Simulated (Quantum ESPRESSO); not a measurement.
PtS2: dielectric tensor and Born charges under several settings

```
Pt S
1.0
     3.54320    0.00000    0.00000
    -1.77160    3.06850    0.00000
     0.00000    0.00000    5.03880
Pt S
1 2
Direct
  0.00000 0.00000 0.00000
  0.66667 0.33333 0.77300
  0.33333 0.66667 0.22700
```

All runs used Quantum ESPRESSO 7.5; potentials GBRV 1.5 PBEsol; given cell; no spin polarisation; cutoff 612 eV; occupations smeared at first, fixed for the response.

```csv
level,k mesh (s: shifted),pressure (GPa),ε∞ (diagonal),Born charge of atom 1 (e),sum of the Born charges (e)
PBEsol,4 × 4 × 2,5.9,"16.89, 16.89, 10.99",1.32,0.20
PBEsol,6 × 6 × 4,6.1,"19.67, 19.67, 9.39",1.73,-0.06
PBEsol,8 × 8 × 4,6.0,"19.21, 19.21, 11.90",1.74,-0.01
PBEsol,10 × 10 × 6,?,?,?,?
PBEsol,12 × 12 × 6,6.0,"19.12, 19.12, 9.88",1.68,0.00
```

Q: What stands in the row left open?

A: Pressure 6.0 GPa; ε∞ 19.29, 19.29, 9.93; Born charge of atom 1 1.69 e; sum of the Born charges 0.00 e.

Caveats: some runs use coarse meshes; the cell is more than 3 GPa from zero pressure, which shifts response properties; on a mesh that holds Γ this program's dielectric tensor can be off by some percent beyond the error of the mesh.

For the row left open. Caveat: the mesh is thin for the dielectric tensor, Born charges and intensities, which usually come out too large; the cell is more than 3 GPa from zero pressure, which shifts response properties; on a mesh that holds Γ this program's dielectric tensor can be off by some percent beyond the error of the mesh.
